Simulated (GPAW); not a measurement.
Runs of GPAW 26.7.0 on NaH. It takes space group Fm-3m (No. 225, cubic). The conventional cell has a = 4.880 Å, b = 4.880 Å, c = 4.880 Å, α = 90.00°, β = 90.00°, γ = 90.00°. Na (site symmetry m-3m) is surrounded by 6 H at 2.44 Å. H (site symmetry m-3m) is surrounded by 6 Na at 2.44 Å. 

| task | level | potentials or basis | cell | k mesh | cutoff (eV) | smearing | band path | band points | convergence | displacement | relaxed first | grid spacing | mesh quality | gap on the mesh (eV) | pressure (GPa) |
| --- | --- | --- | --- | --- | --- | --- | --- | --- | --- | --- | --- | --- | --- | --- | --- |
| band structure | PBEsol | PAW data sets generated in the run's folder for this functional, pw | as given | 9 × 9 × 9 | 800 | fermi-dirac 0.05 eV | GXWKGLUWLK,UX | 100 | - | - | - | - | not flagged | - | -1.2 |
| band structure | PBE | GPAW PAW data sets (gpaw-data 1.2.1), fd | as given | 9 × 9 × 9 | - | fermi-dirac 0.05 eV | GXWKGLUWLK,UX | 60 | - | - | - | 0.2 Å | not flagged | 4.02 | - |
| Born charges | LDA | the program's PAW data sets (release 1.2.1) made for this functional, pw | relaxed | 5 × 5 × 5 | 680 | fermi-dirac 0.01 eV | - | - | density=1e-06 eigenstates=1e-09 | 0.01 | cell | - | coarse | (a) | 0.0 |
| band structure | GLLB-SC | the program's PAW data sets (release 1.2.1) made for this functional, pw | as given | 9 × 9 × 9 | 800 | fermi-dirac 0.05 eV | GXWKGLUWLK,UX | 100 | - | - | - | - | not flagged | 7.95 | - |

Alike in all rows: no spin polarisation.

**Question.** Fill in the values left out.

**Answer.** (a) 4.47.

Caveats: some runs use coarse meshes; an odd mesh through Γ misses points on the zone boundary, where band edges often lie (some runs); the mesh misses the band edges, which the band path finds closer together (some runs); the cutoff is short for stress and forces, so pressures can be off by a GPa or more (some runs); the LO-TO splitting is left out (some runs); the GLLB-SC gap is the Kohn-Sham gap of the path plus the derivative discontinuity (some runs); a model potential gives levels but no total energy (some runs).
